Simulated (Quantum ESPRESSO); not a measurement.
# Ge (P6_3/mmc) in Quantum ESPRESSO: settings compared, part 2 of 2

Quantum ESPRESSO 7.5.

### Step 9. Single point, LDA, 24.20 Å³/atom

The input, pw.in:

```
&CONTROL
  calculation = 'scf'
  prefix = 'pwscf'
  outdir = './tmp'
  pseudo_dir = './pseudo'
  tprnfor = .true.
  tstress = .true.
  disk_io = 'nowf'
/
&SYSTEM
  ibrav = 0
  nat = 4
  ntyp = 1
  ecutwfc = 45
  ecutrho = 360
  nbnd = 38
  occupations = 'smearing'
  smearing = 'fd'
  degauss = 0.00367493
/
&ELECTRONS
  conv_thr = 8d-10
  electron_maxstep = 120
  mixing_beta = 0.5
/
ATOMIC_SPECIES
Ge    72.6300 ge_lda_v1.4.uspp.F.UPF
CELL_PARAMETERS angstrom
   4.0759897844    0.0000000000    0.0000000000
  -2.0379948922    3.5299106989    0.0000000000
   0.0000000000    0.0000000000    6.7288103778
ATOMIC_POSITIONS crystal
Ge     0.3333333333    0.6666666667    0.9370987500
Ge     0.6666666667    0.3333333333    0.4370987500
Ge     0.3333333333    0.6666666667    0.5629012500
Ge     0.6666666667    0.3333333333    0.0629012500
K_POINTS automatic
8 8 4 0 0 0
```

Potentials or basis: GBRV 1.5 LDA.

Started as:

```
$ OMP_NUM_THREADS=1 mpirun -n 2 pw.x -nk 2 -in pw.in > pw.out
```

Run time: 34 s. Hardware: 2 MPI ranks of Arm Neoverse V1, shared host; peak memory 0.44 GiB.

Results (log left out):

```
Free energy            : -11596.4988 eV
Pressure               : -5.3 GPa
Largest force          : 0.030 eV/Å
Band gap on the k mesh : none (metal or under the smearing width)
```

### Step 10. Equation of state, LDA

No new run: the results of the series are fitted here.

What came out:

* Equilibrium volume: 22.18 Å³/atom
* Bulk modulus at fixed shape and positions: 71 GPa
* Pressure derivative of the bulk modulus: 4.3

Energy against volume, from the lowest point:
```csv
volume (Å³/atom),energy (meV/atom)
21.463,4.93
21.920,0.23
22.377,0.00
22.833,3.65
23.290,10.87
23.747,21.26
24.203,34.50
```

Caveat: the cell was scaled at fixed shape and fractional positions, which overstates the stiffness of a crystal with free parameters, most of all of layers and chains.

### Step 11. Band structure, LDA

Changes to pw.in since step 9:

```diff
@@ -7,3 +7,3 @@
   tstress = .true.
-  disk_io = 'nowf'
+  disk_io = 'low'
 /
@@ -11,2 +11,3 @@
   ibrav = 0
+  celldm(1) = 8
   nat = 4
@@ -27,6 +28,6 @@
 Ge    72.6300 ge_lda_v1.4.uspp.F.UPF
-CELL_PARAMETERS angstrom
-   4.0759897844    0.0000000000    0.0000000000
-  -2.0379948922    3.5299106989    0.0000000000
-   0.0000000000    0.0000000000    6.7288103778
+CELL_PARAMETERS alat
+  0.9442928003925   0.0000000000000   0.0000000000000
+ -0.4721464002081   0.8177815537664   0.0000000000000
+  0.0000000000000   0.0000000000000   1.5588771147993
 ATOMIC_POSITIONS crystal
```

The input, bands.in:

```
&CONTROL
  calculation = 'bands'
  prefix = 'pwscf'
  outdir = './tmp'
  pseudo_dir = './pseudo'
  disk_io = 'low'
  verbosity = 'high'
/
&SYSTEM
  ibrav = 0
  celldm(1) = 8
  nat = 4
  ntyp = 1
  ecutwfc = 45
  ecutrho = 360
  nbnd = 38
  occupations = 'smearing'
  smearing = 'fd'
  degauss = 0.00367493
/
&ELECTRONS
  conv_thr = 1d-08
  electron_maxstep = 120
  mixing_beta = 0.5
  diago_full_acc = .true.
  startingwfc = 'random'
/
ATOMIC_SPECIES
Ge    72.6300 ge_lda_v1.4.uspp.F.UPF
CELL_PARAMETERS alat
  0.9442928003925   0.0000000000000   0.0000000000000
 -0.4721464002081   0.8177815537664   0.0000000000000
  0.0000000000000   0.0000000000000   1.5588771147993
ATOMIC_POSITIONS crystal
Ge     0.3333333333    0.6666666667    0.9370987500
Ge     0.6666666667    0.3333333333    0.4370987500
Ge     0.3333333333    0.6666666667    0.5629012500
Ge     0.6666666667    0.3333333333    0.0629012500
K_POINTS crystal
60
 0.0000000000  0.0000000000  0.0000000000 1
 0.0625000000  0.0000000000  0.0000000000 1
 0.1250000000  0.0000000000  0.0000000000 1
 0.1875000000  0.0000000000  0.0000000000 1
 0.2500000000  0.0000000000  0.0000000000 1
 0.3125000000  0.0000000000  0.0000000000 1
 0.3750000000  0.0000000000  0.0000000000 1
 0.4375000000  0.0000000000  0.0000000000 1
 0.5000000000  0.0000000000  0.0000000000 1
 0.4583333333  0.0833333333  0.0000000000 1
 0.4166666667  0.1666666667  0.0000000000 1
 0.3750000000  0.2500000000  0.0000000000 1
 0.3333333333  0.3333333333  0.0000000000 1
 0.2962962963  0.2962962963  0.0000000000 1
 0.2592592593  0.2592592593  0.0000000000 1
 0.2222222222  0.2222222222  0.0000000000 1
 0.1851851852  0.1851851852  0.0000000000 1
 0.1481481481  0.1481481481  0.0000000000 1
 0.1111111111  0.1111111111  0.0000000000 1
 0.0740740741  0.0740740741  0.0000000000 1
 0.0370370370  0.0370370370  0.0000000000 1
 0.0000000000  0.0000000000  0.0000000000 1
 0.0000000000  0.0000000000  0.1250000000 1
 0.0000000000  0.0000000000  0.2500000000 1
 0.0000000000  0.0000000000  0.3750000000 1
 0.0000000000  0.0000000000  0.5000000000 1
 0.0625000000  0.0000000000  0.5000000000 1
 0.1250000000  0.0000000000  0.5000000000 1
 0.1875000000  0.0000000000  0.5000000000 1
 0.2500000000  0.0000000000  0.5000000000 1
 0.3125000000  0.0000000000  0.5000000000 1
 0.3750000000  0.0000000000  0.5000000000 1
 0.4375000000  0.0000000000  0.5000000000 1
 0.5000000000  0.0000000000  0.5000000000 1
 0.4666666667  0.0666666667  0.5000000000 1
 0.4333333333  0.1333333333  0.5000000000 1
 0.4000000000  0.2000000000  0.5000000000 1
 0.3666666667  0.2666666667  0.5000000000 1
 0.3333333333  0.3333333333  0.5000000000 1
 0.3030303030  0.3030303030  0.5000000000 1
 0.2727272727  0.2727272727  0.5000000000 1
 0.2424242424  0.2424242424  0.5000000000 1
 0.2121212121  0.2121212121  0.5000000000 1
 0.1818181818  0.1818181818  0.5000000000 1
 0.1515151515  0.1515151515  0.5000000000 1
 0.1212121212  0.1212121212  0.5000000000 1
 0.0909090909  0.0909090909  0.5000000000 1
 0.0606060606  0.0606060606  0.5000000000 1
 0.0303030303  0.0303030303  0.5000000000 1
 0.0000000000  0.0000000000  0.5000000000 1
 0.5000000000  0.0000000000  0.5000000000 1
 0.5000000000  0.0000000000  0.3750000000 1
 0.5000000000  0.0000000000  0.2500000000 1
 0.5000000000  0.0000000000  0.1250000000 1
 0.5000000000  0.0000000000  0.0000000000 1
 0.3333333333  0.3333333333  0.0000000000 1
 0.3333333333  0.3333333333  0.1250000000 1
 0.3333333333  0.3333333333  0.2500000000 1
 0.3333333333  0.3333333333  0.3750000000 1
 0.3333333333  0.3333333333  0.5000000000 1
```

Potentials or basis: GBRV 1.5 LDA.

Started as:

```
$ OMP_NUM_THREADS=1 mpirun -n 2 pw.x -nk 2 -in pw.in > pw.out
$ OMP_NUM_THREADS=1 mpirun -n 2 pw.x -nk 2 -in bands.in > bands.out
```

pw.out:

```text
This program is part of the open-source Quantum ESPRESSO suite
     for quantum simulation of materials; please cite
         "P. Giannozzi et al., J. Phys.:Condens. Matter 21 395502 (2009);
         "P. Giannozzi et al., J. Phys.:Condens. Matter 29 465901 (2017);
         "P. Giannozzi et al., J. Chem. Phys. 152 154105 (2020);
     in publications or presentations arising from this work. More details at

     Message from routine setup:
     using ibrav=0 with symmetry is DISCOURAGED, use correct ibrav instead

     K-points division:     npool     =       2
     Subspace diagonalization in iterative solution of the eigenvalue problem:
     a serial algorithm will be used

     G-vector sticks info
     --------------------
     sticks:   dense  smooth     PW     G-vecs:    dense   smooth      PW
     Sum        1417     703    211                71103    25115    4007

     Using Slab Decomposition

     bravais-lattice index     =            0
     lattice parameter (alat)  =       8.0000  a.u.
     unit-cell volume          =     616.3478 (a.u.)^3
     number of atoms/cell      =            4
     number of atomic types    =            1
     number of electrons       =        56.00
     number of Kohn-Sham states=           38
     kinetic-energy cutoff     =      45.0000  Ry
     charge density cutoff     =     360.0000  Ry
     scf convergence threshold =      8.0E-10
     mixing beta               =       0.5000
     number of iterations used =            8  plain     mixing
     Exchange-correlation=  SLA  PZ   NOGX NOGC
                           (   1   1   0   0   0   0   0)

     celldm(1)=   8.000000  celldm(2)=   0.000000  celldm(3)=   0.000000
     celldm(4)=   0.000000  celldm(5)=   0.000000  celldm(6)=   0.000000

     crystal axes: (cart. coord. in units of alat)
               a(1) = (   0.944293   0.000000   0.000000 )
               a(2) = (  -0.472146   0.817782   0.000000 )
               a(3) = (   0.000000   0.000000   1.558877 )

     reciprocal axes: (cart. coord. in units 2 pi/alat)
               b(1) = (  1.058994  0.611410 -0.000000 )
               b(2) = (  0.000000  1.222820  0.000000 )
               b(3) = (  0.000000 -0.000000  0.641487 )

     PseudoPot. # 1 for Ge read from file:
     ge_lda_v1.4.uspp.F.UPF
     Pseudo is Ultrasoft + core correction, Zval = 14.0
     Generated by new atomic code, or converted to UPF format
     Using radial grid of  873 points,  6 beta functions with:
                l(1) =   0
                l(2) =   0
                l(3) =   1
                l(4) =   1
                l(5) =   2
                l(6) =   2
     Q(r) pseudized with  8 coefficients,  rinner =    1.400   1.400   1.400
                                                       1.400   1.400

     atomic species   valence    mass     pseudopotential
     Ge               14.00    72.63000     Ge( 1.00)

     24 Sym. Ops., with inversion, found (12 have fractional translation)

   Cartesian axes

     site n.     atom                  positions (alat units)
         1        Ge     tau(   1) = (  -0.0000000   0.5451877   1.4608218  )
         2        Ge     tau(   2) = (   0.4721464   0.2725939   0.6813832  )
         3        Ge     tau(   3) = (  -0.0000000   0.5451877   0.8774939  )
         4        Ge     tau(   4) = (   0.4721464   0.2725939   0.0980553  )

     number of k points=    30  Fermi-Dirac smearing, width (Ry)=  0.0037
                       cart. coord. in units 2pi/alat
        k(    1) = (   0.0000000   0.0000000   0.0000000), wk =   0.0078125
        k(    2) = (   0.0000000   0.0000000   0.1603718), wk =   0.0156250
        k(    3) = (   0.0000000   0.0000000  -0.3207437), wk =   0.0078125
        k(    4) = (   0.0000000   0.1528526   0.0000000), wk =   0.0468750
        k(    5) = (   0.0000000   0.1528526   0.1603718), wk =   0.0937500
        k(    6) = (   0.0000000   0.1528526  -0.3207437), wk =   0.0468750
[... 22 lines left out ...]
        k(   29) = (   0.2647484   0.6114102   0.1603718), wk =   0.0937500
        k(   30) = (   0.2647484   0.6114102  -0.3207437), wk =   0.0468750

     Dense  grid:    71103 G-vectors     FFT dimensions: (  45,  45,  80)

     Smooth grid:    25115 G-vectors     FFT dimensions: (  36,  36,  54)

     Initial potential from superposition of free atoms

     starting charge      55.9972, renormalised to      56.0000
     Starting wfcs are   36 randomized atomic wfcs +    2 random wfcs

     Self-consistent Calculation

     iteration #  1     ecut=    45.00 Ry     beta= 0.50
     Davidson diagonalization with overlap
     ethr =  1.00E-02,  avg # of iterations =  5.2

     Threshold (ethr) on eigenvalues was too large:
     Diagonalizing with lowered threshold

     Davidson diagonalization with overlap
     ethr =  1.20E-04,  avg # of iterations =  3.3

     total energy              =    -852.33757353 Ry
     estimated scf accuracy    <       0.06880435 Ry

     iteration #  2     ecut=    45.00 Ry     beta= 0.50
     Davidson diagonalization with overlap
     ethr =  1.23E-04,  avg # of iterations =  1.0
[... 29 lines left out ...]
     total energy              =    -852.33601300 Ry
     estimated scf accuracy    <       0.00000005 Ry

     iteration #  7     ecut=    45.00 Ry     beta= 0.50
     Davidson diagonalization with overlap
     ethr =  8.33E-11,  avg # of iterations =  2.1

     End of self-consistent calculation

          k = 0.0000 0.0000 0.0000 (  3099 PWs)   bands (ev):

   -16.8821 -16.8821 -16.8442 -16.8442 -16.8435 -16.8305 -16.8178 -16.8178
   -16.7660 -16.7660 -16.6421 -16.6421 -16.6287 -16.6129 -16.6092 -16.6092
   -16.5910 -16.5910 -16.5615 -16.5615  -4.7282  -2.6956   0.4364   6.6149
     6.6149   7.8638   7.8808   7.9303   8.2059   8.2059  10.3309  10.3309
    10.8066  12.6165  12.6165  14.0037  15.4587  15.4587

          k = 0.0000 0.0000 0.1604 (  3105 PWs)   bands (ev):
[... 81 lines left out ...]
   -16.8791 -16.8791 -16.8763 -16.8763 -16.8254 -16.8254 -16.7699 -16.7699
   -16.7519 -16.7519 -16.6617 -16.6617 -16.6558 -16.6558 -16.6182 -16.6182
   -16.5650 -16.5650 -16.5595 -16.5595  -2.6256  -2.6256   0.9249   0.9249
     5.3650   5.3650   5.8469   5.8469   8.7510   8.7510  10.5956  10.5956
    13.9972  13.9972  15.4198  15.4198  16.6555  16.6555

          k = 0.0000-0.6114 0.0000 (  3138 PWs)   bands (ev):

   -16.8957 -16.8917 -16.8875 -16.8657 -16.8195 -16.8014 -16.7712 -16.7378
   -16.7215 -16.7087 -16.7077 -16.7026 -16.6981 -16.6414 -16.6297 -16.6289
   -16.5725 -16.5536 -16.5454 -16.5411  -2.7569  -1.1157  -0.5976   1.2873
     3.5041   5.0294   5.2691   6.6481   8.5399   9.6324  11.5754  11.7740
    12.3686  13.5512  15.5441  16.0780  17.4066  18.2289

          k = 0.0000-0.6114 0.1604 (  3152 PWs)   bands (ev):

   -16.8885 -16.8884 -16.8802 -16.8702 -16.8238 -16.8017 -16.7728 -16.7641
   -16.7556 -16.7240 -16.6784 -16.6705 -16.6704 -16.6466 -16.6315 -16.6283
   -16.5679 -16.5603 -16.5496 -16.5489  -2.5923  -1.5000  -0.3630   0.8784
     4.1563   5.2028   5.8066   6.3102   8.6134   8.6828  10.9423  11.5318
    12.4756  13.4141  16.1869  17.6897  17.7197  18.0733

          k = 0.0000-0.6114-0.3207 (  3164 PWs)   bands (ev):

   -16.8799 -16.8799 -16.8751 -16.8751 -16.8207 -16.8207 -16.7791 -16.7791
   -16.7465 -16.7465 -16.6599 -16.6599 -16.6432 -16.6432 -16.6341 -16.6341
   -16.5645 -16.5645 -16.5580 -16.5580  -2.1286  -2.1286   0.1734   0.1734
     5.5356   5.5356   5.6842   5.6842   8.5176   8.5176  10.1576  10.1576
    14.1567  14.1567  15.5588  15.5588  18.4522  18.4522

          k = 0.1324 0.2293 0.0000 (  3136 PWs)   bands (ev):

   -16.8973 -16.8913 -16.8609 -16.8586 -16.8385 -16.8142 -16.7879 -16.7824
   -16.7451 -16.7396 -16.6735 -16.6699 -16.6692 -16.6328 -16.6104 -16.6047
   -16.5856 -16.5818 -16.5483 -16.5430  -4.2281  -2.1750   0.3848   4.1296
     4.5720   5.4702   7.1385   7.1653   9.8367   9.9336  10.4400  11.5931
    11.9607  12.6230  13.7523  14.7088  14.9066  16.1209
[... 107 lines left out ...]
   -16.8964 -16.8964 -16.8744 -16.8744 -16.8096 -16.8096 -16.7481 -16.7481
   -16.7328 -16.7328 -16.6904 -16.6904 -16.6650 -16.6650 -16.6374 -16.6374
   -16.5645 -16.5645 -16.5411 -16.5411  -1.7512  -1.7512  -0.0232  -0.0232
     3.9651   3.9651   6.0205   6.0205   9.2593   9.2593  12.2604  12.2604
    12.8078  12.8078  15.1338  15.1338  16.1625  16.1625

     the Fermi energy is     8.0284 ev

!    total energy              =    -852.33601301 Ry
     estimated scf accuracy    <          6.9E-10 Ry
     smearing contrib. (-TS)   =      -0.00010733 Ry
     internal energy E=F+TS    =    -852.33590568 Ry

     The total energy is F=E-TS. E is the sum of the following terms:
     one-electron contribution =    -561.16368039 Ry
     hartree contribution      =     331.23389779 Ry
     xc contribution           =    -229.06154888 Ry
     ewald contribution        =    -393.34457420 Ry

     convergence has been achieved in   7 iterations

     Forces acting on atoms (cartesian axes, Ry/au):

     atom    1 type  1   force =    -0.00000000   -0.00000000    0.00009616
     atom    2 type  1   force =     0.00000000    0.00000000    0.00009616
     atom    3 type  1   force =     0.00000000   -0.00000000   -0.00009616
     atom    4 type  1   force =     0.00000000    0.00000000   -0.00009616

     Total force =     0.000192     Total SCF correction =     0.000054
     SCF correction compared to forces is large: reduce conv_thr to get better values

     Computing stress (Cartesian axis) and pressure

          total   stress  (Ry/bohr**3)                   (kbar)     P=      -21.29
  -0.00013823  -0.00000000  -0.00000000          -20.33       -0.00       -0.00
  -0.00000000  -0.00013823  -0.00000000           -0.00      -20.33       -0.00
   0.00000000   0.00000000  -0.00015775            0.00        0.00      -23.21

=------------------------------------------------------------------------------=
   JOB DONE.
=------------------------------------------------------------------------------=
```

It took 94 s on 2 MPI ranks of Arm Neoverse V1, shared host; peak memory 0.4 GiB.

What came out:

```
Free energy             : -11596.6222 eV
Pressure                : -2.1 GPa
Band gap along the path : none (metal or under the smearing width)
```

Forces in eV/Å, atoms in the order of the input:
```
Ge   0.000  0.000  0.002
Ge   0.000  0.000  0.002
Ge   0.000  0.000 -0.002
Ge   0.000  0.000 -0.002
```

Stress tensor (GPa, compression positive):
```
-2.03  0.00  0.00
 0.00 -2.03  0.00
 0.00  0.00 -2.32
```

Levels at the corners of the path, in eV from the Fermi level:
```csv
point,band 25,band 26,band 27,band 28,band 29,band 30,band 31,band 32
Γ,-1.41,-0.16,-0.15,-0.10,0.18,0.18,2.30,2.30
M,-4.52,-3.00,-2.76,-1.38,0.51,1.60,3.55,3.75
K,-4.93,-3.41,-3.41,-3.14,1.47,4.53,4.53,5.07
Γ,-1.41,-0.16,-0.15,-0.10,0.18,0.18,2.30,2.30
A,-0.79,-0.79,-0.79,-0.79,0.63,0.63,3.40,3.40
L,-2.49,-2.49,-2.34,-2.34,0.49,0.49,2.13,2.13
H,-4.23,-4.23,-1.96,-1.96,1.23,1.23,4.11,4.11
A,-0.79,-0.79,-0.79,-0.79,0.63,0.63,3.40,3.40
L,-2.49,-2.49,-2.34,-2.34,0.49,0.49,2.13,2.13
M,-4.52,-3.00,-2.76,-1.38,0.51,1.60,3.55,3.75
K,-4.93,-3.41,-3.41,-3.14,1.47,4.53,4.53,5.07
H,-4.23,-4.23,-1.96,-1.96,1.23,1.23,4.11,4.11
```

### Step 12. For comparison

An earlier run on the cell as given: functional PBEsol; potentials or basis GBRV 1.5 PBEsol; cutoff 612 eV; density cutoff 4898 eV; k mesh 8 × 8 × 4; occupations fermi-dirac, width 0.05 eV; no spin polarisation.

* Pressure: -0.3 GPa
* Largest force: 0.004 eV/Å
* Band gap on the k mesh: 0.11 eV, indirect (least direct gap 0.17 eV)

### Step 13. Summary

| task | level | potentials or basis | form of the LDA correlation | pressure (GPa) |
| --- | --- | --- | --- | --- |
| band structure | PBEsol | GBRV 1.5 PBEsol | - | -0.3 |
| equation of state | LDA | GBRV 1.5 LDA | PZ81 | - |
| band structure | LDA | GBRV 1.5 LDA | PZ81 | -2.1 |
| single point | PBEsol | GBRV 1.5 PBEsol | - | -0.3 |

Alike in all rows: no spin polarisation; cell as given; k mesh 8 × 8 × 4; cutoff (eV) 612; smearing fermi-dirac 0.05 eV.

Caveats: the cell was scaled at fixed shape and fractional positions, which overstates the stiffness of a crystal with free parameters, most of all of layers and chains (some runs).

Absolute energies hang on the potentials; compare differences alone.
